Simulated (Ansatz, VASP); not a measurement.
## One calculation of InSb, two programs

```
CELL_PARAMETERS angstrom
0.00000 2.95770 2.95770
2.95770 0.00000 2.95770
2.95770 2.95770 0.00000
ATOMIC_POSITIONS crystal
In 0.00000 0.00000 0.00000
Sb 0.75000 0.75000 0.75000
```

Alike in both runs: functional PBEsol; k mesh 12 × 12 × 12; occupations fermi-dirac, width 0.15 eV; no spin polarisation.

Ansatz relaxed the structure, and its values are those at the end. VASP's run is a single point on that final structure, the one shown.

```csv
,VASP,Ansatz
version,VASP 6.6.1,Ansatz 0.2.0
potentials or method,"VASP PAW PBE potentials, release 64 (In_d, Sb)","scalar-relativistic, plane waves, PAW"
plane-wave cutoff (eV),520,420
valence electrons in the cell,18,28
```

|  | VASP | Ansatz | Ansatz less VASP |
| --- | --- | --- | --- |
| gap on the k mesh at the Fermi level (eV) | 0.60 | 0.62 | +0.022 |
| least direct gap on the mesh (eV) | 1.37 | 1.34 | -0.024 |
| pressure (GPa) | 25.0 | 25.0 | -0.04 |

The two sets of potentials don't hold the same shells in valence.

Caveats: so large a pressure means that the cell lies far from this level's equilibrium, or that cutoff or potentials fall short (VASP); the potentials were made for another functional, which shifts forces and pressure (VASP); spin-orbit coupling is left out, which moves the levels of the heavy elements. A k mesh can miss the band edges.
